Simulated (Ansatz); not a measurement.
# Hf: frozen-core PAW against all-electron methods

```
Hf
1.0
     0.00000    2.26440    2.22000
     2.26440    0.00000    2.22000
     2.26440    2.26440    0.00000
Hf
1
Direct
  0.00000 0.00000 0.00000
```

Conventional cell: a = 3.202 Å, b = 3.202 Å, c = 4.440 Å, α = 90.00°, β = 90.00°, γ = 90.00°. Hf (atom 1) has 12 Hf at 3.17 to 3.20 Å as nearest neighbours.

The cell is COD entry 1534929, as deposited and not checked against the literature; nothing was relaxed. The listed cell was then made from it by scaling, straining or moving an atom.

Spin–orbit coupling is left out, though it moves levels of the heavy atoms by tenths of an eV or more.

Levels of theory: DFT, PBE, PAW with Ansatz's default frozen-core files, scalar-relativistic (Ansatz 0.2.0); DFT, PBE, all-electron LAPW, scalar-relativistic (Ansatz 0.2.0).

For PAW: a Γ-centred 13×13×13 k mesh, Fermi–Dirac smearing of 0.03 eV, cutoff 420 eV, no spin polarisation. LAPW targets a basis error of 1 meV/atom. The Ansatz runs share mesh, smearing and spin set-up. Plane-wave (PAW) pressures include the program's estimate of the Pulay term.

Stress and pressure are positive in compression.

The change that made this cell: equal xx and yy strain of +2 %.

PAW results:

```csv
quantity,PAW
pressure (GPa),-1.04
stress xx (GPa),-1.21
stress zz (GPa),-0.69
```

(1) What does full-potential LAPW give for the same quantities?

Answers

(1) 
```
       quantity   LAPW
 pressure (GPa)  -1.02
stress xx (GPa)  -1.19
stress zz (GPa)  -0.68
```
